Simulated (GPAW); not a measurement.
Here is a GPAW 26.7.0 calculation.

File run.py:

```python
from ase import Atoms
from ase.dft.bandgap import bandgap
from ase.io import write
from ase.units import GPa
from gpaw import GPAW, PW, setup_paths

setup_paths.insert(0, '.')

atoms = Atoms(['Ba', 'Te'],
              cell=[[0.0, 3.41, 3.41],
                    [3.41, 0.0, 3.41],
                    [3.41, 3.41, 0.0]],
              scaled_positions=[[0.0, 0.0, 0.0],
                                [0.5, 0.5, 0.5]],
              pbc=True)

calc = GPAW(mode=PW(600),
            xc='PBEsol',
            kpts={'size': (7, 7, 7), 'gamma': True},
            occupations={'name': 'fermi-dirac', 'width': 0.05},
            nbands=16,
            convergence={'density': 1e-05, 'energy': 1e-05},
            maxiter=150,
            txt='gpaw.txt')
atoms.calc = calc
energy = atoms.get_potential_energy()
forces = atoms.get_forces()
stress = atoms.get_stress()
calc.write('gs.gpw')
write('result.traj', atoms)
print(f'Energy: {energy:.6f} eV')
print('Forces (eV/A):')
print(forces.round(4))
print('Stress (GPa):', (stress / GPa).round(3))
print('Fermi level:', round(calc.get_fermi_level(), 4), 'eV')
print(f'Gap: {bandgap(calc)[0]:.4f} eV, direct: {bandgap(calc, direct=True)[0]:.4f} eV')

path = atoms.cell.bandpath('GXWKGLUWLK,UX', npoints=80, eps=1e-4)
bs_calc = calc.fixed_density(kpts=path, symmetry='off', nbands=30,
                             convergence={'bands': 'CBM+6.0', 'eigenstates': 1e-6}, txt='bands.txt')
bs = bs_calc.band_structure()
bs.write('bs.json')
print(f'Gap on the path: {bandgap(bs_calc)[0]:.4f} eV')
```

Potentials or basis: PAW data sets generated in the run's folder for this functional, pw.

Command:

```sh
$ gpaw-setup -f PBEsol Ba Te
$ OMP_NUM_THREADS=1 python run.py
```

**Question.** What does it give for the band gap on the k mesh?

**Answer.** 1.32 eV, indirect (least direct gap 1.70 eV).

**Question.** What does it give for the pressure?

**Answer.** 2.1 GPa.

**Question.** Predict the band gap along the path.

**Answer.** 1.27 eV, indirect (least direct gap 1.64 eV).

Levels at the corners of the path, in eV from the valence-band top:
| point | band 6 | band 7 | band 8 | band 9 | band 10 | band 11 |
| --- | --- | --- | --- | --- | --- | --- |
| Γ | 0.00 | 0.00 | 0.00 | 2.83 | 2.83 | 2.83 |
| X | -1.15 | -0.38 | -0.38 | 1.27 | 4.57 | 4.92 |
| W | -1.44 | -0.99 | -0.99 | 3.48 | 3.48 | 5.03 |
| K | -1.39 | -1.10 | -0.85 | 2.44 | 5.14 | 5.33 |
| Γ | 0.00 | 0.00 | 0.00 | 2.83 | 2.83 | 2.83 |
| L | -2.48 | -1.29 | -1.29 | 4.19 | 4.91 | 5.03 |
| U | -1.39 | -1.10 | -0.85 | 2.44 | 5.14 | 5.33 |
| W | -1.44 | -0.99 | -0.99 | 3.48 | 3.48 | 5.03 |
| L | -2.48 | -1.29 | -1.29 | 4.19 | 4.91 | 5.03 |
| K | -1.39 | -1.10 | -0.85 | 2.44 | 5.14 | 5.33 |
| U | -1.39 | -1.10 | -0.85 | 2.44 | 5.14 | 5.33 |
| X | -1.15 | -0.38 | -0.38 | 1.27 | 4.57 | 4.92 |

Caveat: spin-orbit coupling is left out, which moves the levels of the heavy elements.
